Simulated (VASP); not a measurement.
# ZnS (P6_3mc) in VASP: single point with PBE

Aim: the single point of ZnS with PBE.

All numbers are computed with VASP 6.6.1; they aren't measurements. Logs are shortened: lines on timing, memory, paths and dates and some standing lists are left out, and cuts for length are marked.

**Experimental background.**

From a printed reference work, monograph, for a bulk crystal of ZnS at 4 K: band gap 3.911 eV (direct).

The results are compared with them further down.

## (1) The cell of the first run

The structure is hexagonal, space group P6_3mc (No. 186). Conventional cell: a = 3.846 Å, b = 3.846 Å, c = 6.304 Å, α = 90.00°, β = 90.00°, γ = 120.00°. Within 3.1 Å of Zn (site symmetry 3m) lie 4 S at 2.36 Å. S (site symmetry 3m) has 4 Zn at 2.36 Å within 3.1 Å.

## (2) Single point, PBE

Contents of INCAR:

```
SYSTEM = ZnS
PREC = Accurate ; ENCUT = 520
EDIFF = 1E-6 ; ISMEAR = 0
SIGMA = 0.05 ; LREAL = .FALSE.
LASPH = .TRUE. ; NELM = 60
ALGO = Normal ; ISIF = 2
LWAVE = .FALSE. ; LCHARG = .FALSE.
GGA = PE ; NBANDS = 26
ISYM = 0
```

Contents of KPOINTS:

```
Automatic mesh
0
G
  10 10 6
  0 0 0
```

Contents of POSCAR:

```
ZnS
1.0
    3.8457472826      0.0000000000      0.0000000000
   -1.9228736413      3.3305148432      0.0000000000
    0.0000000000      0.0000000000      6.3043756624
Zn S
2 2
Direct
    0.3333333333      0.6666666667      0.0052019370
    0.6666666667      0.3333333333      0.5052019370
    0.3333333333      0.6666666667      0.3797980630
    0.6666666667      0.3333333333      0.8797980630
```

Potentials or basis: VASP PAW PBE potentials, release 64 (Zn, S).

Command:

```bash
cat potpaw_PBE.64/Zn/POTCAR potpaw_PBE.64/S/POTCAR > POTCAR
mpirun -np 1 vasp_std > vasp.out
```

OUTCAR:

```text
SYSTEM = ZnS
   PREC = Accurate
   ENCUT = 520
   EDIFF = 1E-6
   ISMEAR = 0
   LREAL = .FALSE.
   LASPH = .TRUE.
   NELM = 60
   ISIF = 2
   GGA = PE
   ISYM = 0

 ion  position               nearest neighbor table
   1  0.333  0.667  0.005-   4 2.36   4 2.36   4 2.36   3 2.36
   2  0.667  0.333  0.505-   3 2.36   3 2.36   3 2.36   4 2.36
   3  0.333  0.667  0.380-   2 2.36   2 2.36   2 2.36   1 2.36
   4  0.667  0.333  0.880-   1 2.36   1 2.36   1 2.36   2 2.36

IMPORTANT INFORMATION: All symmetrisations will be switched off!
NOSYMM: (Re-)initialisation of all symmetry stuff for point group C_1.

----------------------------------------------------------------------------------------

                                     Primitive cell

  volume of cell :      80.7485

  direct lattice vectors                    reciprocal lattice vectors
     3.845747283  0.000000000  0.000000000     0.260027487  0.150126939  0.000000000
    -1.922873641  3.330514843  0.000000000     0.000000000  0.300253879  0.000000000
     0.000000000  0.000000000  6.304375662     0.000000000  0.000000000  0.158619989

  length of vectors
     3.845747283  3.845747283  6.304375662     0.300253879  0.300253879  0.158619989

  position of ions in fractional coordinates (direct lattice)
     0.333333333  0.666666667  0.005201937
     0.666666667  0.333333333  0.505201937
     0.333333333  0.666666667  0.379798063
     0.666666667  0.333333333  0.879798063

  ion indices of the primitive-cell ions
   primitive index   ion index
                 1           1
                 2           2
                 3           3
                 4           4

----------------------------------------------------------------------------------------

 KPOINTS: Automatic mesh

Automatic generation of k-mesh.
 Grid dimensions read from file:
 generate k-points for:   10   10    6

 Generating k-lattice:

  Cartesian coordinates                     Fractional coordinates (reciprocal lattice)
     0.026002749  0.015012694  0.000000000     0.100000000  0.000000000  0.000000000
     0.000000000  0.030025388  0.000000000     0.000000000  0.100000000  0.000000000
     0.000000000  0.000000000  0.026436665     0.000000000  0.000000000  0.166666667

  Length of vectors
     0.030025388  0.030025388  0.026436665

  Shift w.r.t. Gamma in fractional coordinates (k-lattice)
     0.000000000  0.000000000  0.000000000

 Subroutine IBZKPT returns following result:
 ===========================================

 Found    304 irreducible k-points:

 Following reciprocal coordinates:
            Coordinates               Weight
  0.000000  0.000000  0.000000      1.000000
  0.100000  0.000000  0.000000      2.000000
  0.000000  0.100000  0.000000      2.000000
 -0.100000  0.100000  0.000000      2.000000
  0.200000  0.000000  0.000000      2.000000
  0.000000  0.200000  0.000000      2.000000
[... 16 lines left out ...]
 -0.200000  0.300000  0.000000      2.000000
  0.100000  0.200000  0.000000      2.000000
 [... further k-points ...]
   k-points           NKPTS =    304   k-points in BZ     NKDIM =    304   number of bands    NBANDS=     26
   number of dos      NEDOS =    301   number of ions     NIONS =      4
   total plane-waves  NPLWV =  43200
   dimension x,y,z NGX =    30 NGY =   30 NGZ =   48
   dimension x,y,z NGXF=    60 NGYF=   60 NGZF=   96
   ions per type =               2   2
   NGX,Y,Z   is equivalent  to a cutoff of  12.97, 12.97, 12.66 a.u.
   NGXF,Y,Z  is equivalent  to a cutoff of  25.94, 25.94, 25.32 a.u.
 SYSTEM =  ZnS
   PREC   = accura    normal or accurate (medium, high low for compatibility)
   ISTART =      0    job   : 0-new  1-cont  2-samecut
   ICHARG =      2    charge: 1-file 2-atom 10-const
   ISPIN  =      1    spin polarized calculation?
   LNONCOLLINEAR =      F non collinear calculations
   LSORBIT =      F    spin-orbit coupling
   LASPH  =      T    aspherical Exc in radial PAW
   ENCUT  =  520.0 eV  38.22 Ry    6.18 a.u.   7.15  7.15 11.72*2*pi/ulx,y,z
   NELM   =     60;   NELMIN=  2; NELMDL= -5     # of ELM steps
   EDIFF  = 0.1E-05   stopping-criterion for ELM
   LREAL  =      F    real-space projection
   EDIFFG = 0.1E-04   stopping-criterion for IOM
   NSW    =      0    number of steps for IOM
   IBRION =     -1    ionic relax: 0-MD 1-quasi-New 2-CG
   NFREE  =      0    steps in history (QN), initial steepest desc. (CG)
   ISIF   =      2    stress and relaxation
   ISYM   =      0    0-nonsym 1-usesym 2-fastsym
   POTIM  = 0.5000    time-step for ionic-motion
   TEBEG  =    0.0;   TEEND  =   0.0 temperature during run
   PSTRESS=    0.0 pullay stress
   NELECT =      36.0000    total number of electrons
   NUPDOWN=      -1.0000    fix difference up-down
   EMIN   =  10.00;   EMAX   =-10.00  energy-range for DOS
   EFERMI =   0.00;   METHOD = LEGACY
   ISMEAR =     0;   SIGMA  =   0.05  broadening in eV -4-tet -1-fermi 0-gaus
   EFERMI_NEDOS =   21; number of points for ismear=-14 and -15
   IALGO  =     38    algorithm
   IMIX   =      4    mixing-type and parameters
     AMIX     =   0.40;   BMIX     =  1.00
     AMIX_MAG =   1.60;   BMIX_MAG =  1.00
  volume/ion in A,a.u.               =      20.19       136.23
  Fermi-wavevector in a.u.,A,eV,Ry     =   1.250636  2.363359 21.280742  1.564090
  Thomas-Fermi vector in A             =   2.384621
   LORBIT       =      0    0 simple, 1 ext, 2 COOP (PROOUT), +10 PAW based schemes
   GGA     = PE    functional components
   LHFCALC =     F    Hartree Fock is set to
   AEXX    =    0.0000 exact exchange contribution
   IVDW    =     0    specifies the selected vdW correction
   LEPSILON=     F    determine dielectric tensor
   LRPA    =     F    only Hartree local field effects (RPA)
 non-spin polarized calculation
 Gauss-broadening in eV      SIGMA  =   0.05
  energy-cutoff  :      520.00
  volume of cell :       80.75
 maximum number of plane-waves:      2192
 NGX is ok and might be reduce to    30
   NGX = 15   NGY = 15   NGZ = 23

 number of electron      36.0000011 magnetization

 Free energy of the ion-electron system (eV)
  ---------------------------------------------------
  ext. energy  EPLUGINS =         0.00000000
  ---------------------------------------------------
  free energy    TOTEN  =       -13.69381140 eV

  energy without entropy =      -13.69381140  energy(sigma->0) =      -13.69381140

 E-fermi :   2.1801     XC(G=0):  -9.5158

 val. band max:        1.9120644346   @ k =   0.0000   0.0000   0.0000
 cond. band min:       3.9944613020   @ k =   0.0000   0.0000   0.0000
 fundamental gap:      2.0823968673
 Fermi energy:         2.1800879740

 k-point     1 :       0.0000    0.0000    0.0000
  band No.  band energies     occupation
      1     -11.0943      2.00000
      2     -10.2049      2.00000
      3      -4.3424      2.00000
      4      -4.3308      2.00000
      5      -4.3308      2.00000
      6      -4.2527      2.00000
[... 18 lines left out ...]
     25       9.5896      0.00000
     26      11.0427      0.00000

 k-point     2 :       0.1000    0.0000    0.0000
  band No.  band energies     occupation
      1     -11.0296      2.00000
      2     -10.1688      2.00000
      3      -4.3389      2.00000
      4      -4.3247      2.00000
      5      -4.3179      2.00000
      6      -4.2455      2.00000
[... 18 lines left out ...]
     25       9.8855      0.00000
     26      10.6622      0.00000

 k-point     3 :       0.0000    0.1000    0.0000
  band No.  band energies     occupation
      1     -11.0296      2.00000
      2     -10.1688      2.00000
      3      -4.3389      2.00000
      4      -4.3247      2.00000
      5      -4.3179      2.00000
      6      -4.2455      2.00000
[... 18 lines left out ...]
     25       9.8855      0.00000
     26      10.6622      0.00000

 k-point     4 :      -0.1000    0.1000    0.0000
  band No.  band energies     occupation
      1     -11.0296      2.00000
      2     -10.1688      2.00000
      3      -4.3389      2.00000
      4      -4.3247      2.00000
      5      -4.3179      2.00000
      6      -4.2455      2.00000
[... 18 lines left out ...]
     25       9.8855      0.00000
     26      10.6622      0.00000

 k-point     5 :       0.2000    0.0000    0.0000
  band No.  band energies     occupation
      1     -10.8485      2.00000
      2     -10.0761      2.00000
      3      -4.3402      2.00000
      4      -4.2966      2.00000
      5      -4.2869      2.00000
      6      -4.2139      2.00000
[... 18 lines left out ...]
     25      10.0429      0.00000
     26      10.6804      0.00000

 k-point     6 :       0.0000    0.2000    0.0000
  band No.  band energies     occupation
      1     -10.8485      2.00000
      2     -10.0761      2.00000
      3      -4.3402      2.00000
      4      -4.2966      2.00000
      5      -4.2869      2.00000
      6      -4.2139      2.00000
[... 427 lines left out ...]
 k-point    21 :      -0.1000    0.3000    0.0000
  band No.  band energies     occupation
      1     -10.6869      2.00000
      2     -10.0053      2.00000
      3      -4.3200      2.00000
      4      -4.2769      2.00000
      5      -4.2687      2.00000
      6      -4.1862      2.00000
[... 18 lines left out ...]
     25      10.3062      0.00000
     26      10.7111      0.00000

 k-point    22 :      -0.3000    0.2000    0.0000
  band No.  band energies     occupation
      1     -10.6869      2.00000
      2     -10.0053      2.00000
      3      -4.3200      2.00000
      4      -4.2769      2.00000
      5      -4.2687      2.00000
      6      -4.1862      2.00000
[... 18 lines left out ...]
     25      10.3062      0.00000
     26      10.7111      0.00000

 k-point    23 :      -0.2000    0.3000    0.0000
  band No.  band energies     occupation
      1     -10.6869      2.00000
      2     -10.0053      2.00000
      3      -4.3200      2.00000
      4      -4.2769      2.00000
      5      -4.2687      2.00000
      6      -4.1862      2.00000
[... 18 lines left out ...]
     25      10.3062      0.00000
     26      10.7111      0.00000

 k-point    24 :       0.1000    0.2000    0.0000
  band No.  band energies     occupation
      1     -10.6869      2.00000
      2     -10.0053      2.00000
      3      -4.3200      2.00000
      4      -4.2769      2.00000
      5      -4.2687      2.00000
      6      -4.1862      2.00000
[... 18 lines left out ...]
     25      10.3062      0.00000
     26      10.7111      0.00000

 [... further k-points ...]
[... 5 lines left out ...]
  --------------------------------------------------------------------------------------
  -------------------------------------------------------------------------------------
  Total        0.0714176      0.0714002      0.0854289     -0.0000227     -0.0000011     -0.0000012
  in kB        1.4170384      1.4166923      1.6950448     -0.0004503     -0.0000215     -0.0000235
  external PRESSURE =       1.5095919 kB  Pullay stress =       0.0000000 kB

 VOLUME and BASIS-vectors are now :
 -----------------------------------------------------------------------------
  energy-cutoff  :      520.00
  volume of cell :       80.75
      direct lattice vectors                 reciprocal lattice vectors
     3.845747283  0.000000000  0.000000000     0.260027487  0.150126939  0.000000000
    -1.922873641  3.330514843  0.000000000     0.000000000  0.300253879  0.000000000
     0.000000000  0.000000000  6.304375662     0.000000000  0.000000000  0.158619989

 POSITION                                       TOTAL-FORCE (eV/Angst)
 -----------------------------------------------------------------------------------
     -0.00000      2.22034      0.03279        -0.000008      0.000005      0.000954
      1.92287      1.11017      3.18498         0.000008     -0.000004      0.000946
     -0.00000      2.22034      2.39439        -0.000007      0.000004     -0.000979
      1.92287      1.11017      5.54658         0.000007     -0.000005     -0.000921
 -----------------------------------------------------------------------------------
    total drift:                               -0.000000     -0.000000     -0.000205

  FREE ENERGIE OF THE ION-ELECTRON SYSTEM (eV)
  ---------------------------------------------------
  free  energy   TOTEN  =       -13.6938114047 eV

  energy  without entropy=      -13.6938114047  energy(sigma->0) =      -13.69381140
```

Run time: 6 min. Hardware: 1 thread of AMD EPYC 9R45 (Zen 5), shared host; peak memory 0.56 GiB.

What came out:

| Quantity | Value |
| --- | --- |
| Free energy | -13.6938 eV |
| Pressure | 0.2 GPa |
| Band gap on the k mesh | 2.08 eV |

Levels at points of the mesh, in eV from the valence-band top:
```tsv
k point	band 14	band 15	band 16	band 17	band 18	band 19	band 20	band 21	band 22	band 23
(0.00, 0.00, 0.00)	-0.86	-0.86	-0.07	0.00	0.00	2.08	3.05	6.33	6.33	6.59
(0.50, 0.00, 0.00)	-4.01	-3.14	-2.14	-1.61	-0.85	3.68	4.18	5.14	6.93	7.29
(0.00, 0.50, 0.00)	-4.01	-3.14	-2.14	-1.61	-0.85	3.68	4.18	5.14	6.93	7.29
(0.50, 0.50, 0.00)	-4.01	-3.14	-2.14	-1.61	-0.85	3.68	4.18	5.14	6.93	7.29
(0.00, 0.00, 0.50)	-2.80	-0.45	-0.45	-0.45	-0.45	3.48	3.48	6.76	6.76	6.78
(0.50, 0.00, 0.50)	-4.74	-1.56	-1.56	-1.54	-1.54	3.54	3.54	5.24	5.24	8.78
(0.00, 0.50, 0.50)	-4.74	-1.56	-1.56	-1.54	-1.54	3.54	3.54	5.24	5.24	8.78
(0.50, 0.50, 0.50)	-4.74	-1.56	-1.56	-1.54	-1.54	3.54	3.54	5.24	5.24	8.78
```

## (3) How close it comes

Step 2. Measured gap of ZnS: 3.911 eV (direct; 4 K; a printed reference work, monograph). This calculation gives 2.08 eV (-1.83 eV). The value is that of PBE, without temperature or zero-point motion. Semilocal functionals fall short of measured gaps as a rule.
